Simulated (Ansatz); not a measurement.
**CrCuO2 in Ansatz: convergence with basis error**

Input of the first run (basis error 0.03 eV/atom); the others differ in this setting and in those tied to it:

The input input.yaml:

```yaml
crystal:
  lattice:
    - [1.4867, 0.8583466452, 5.7]
    - [-1.4867, 0.8583466452, 5.7]
    - [0.0, -1.7166932904, 5.7]
  atoms:
    - { symbol: Cu, position: [0.0, 0.0, 0.0], spin: 0.6 }
    - { symbol: Cr, position: [0.5, 0.5, 0.5], spin: 3.0 }
    - { symbol: O, position: [0.89208, 0.89208, 0.89208] }
    - { symbol: O, position: [0.10792, 0.10792, 0.10792] }
kpoints:
  mp_grid: { grid: [10, 10, 10] }
scf:
  occupations: { method: fermi_dirac, width: 0.05 }
hamiltonian:
  xc: pbe
  pseudopotentials: { kind: all_electron, lapw: { basis_error: 0.03 } }
magnetization:
  spin_polarized: true
output:
  forces: true
  stress: true
  eigenvalues: true
```

Potentials or basis: all-electron LAPW, scalar-relativistic.

Launch:

```sh
$ ansatz run input.yaml --threads 4 --pin off --max-ram 12288MiB --backend cpu --events-out ev --progress --plain --runs-dir out
```

Hardware: 4 threads of Intel(R) Xeon(R) Platinum 8488C (Sapphire Rapids) (shared host).

```
   basis error  energy less the tightest run, at zero smearing (meV/atom)  pressure (GPa)  SCF cycles  CPU time (s)  peak memory (GiB)
  0.03 eV/atom                                                      10.30            4.14          12            84               0.89
  0.01 eV/atom                                                       3.39            4.09          12            99                  1
 0.003 eV/atom                                                       0.89            4.08          11           130                1.3
 0.001 eV/atom                                                       0.29            4.08          11           170                1.5
0.0003 eV/atom                                                       0.07            4.08          11           200                1.8
0.0001 eV/atom                                                       0.00            4.08          11           270                2.2
```

Against the tightest run, the energy stays within 1 meV/atom from 0.003 eV/atom on; the pressure stays within 0.1 GPa from 0.03 eV/atom on. The tightest run that finished is the yardstick and may itself not be fully converged.

Caveat, for the tightest run too: only a ferromagnetic start was run, and an antiferromagnetic order may lie lower in energy.

The runs don't all hold the same shells in valence.
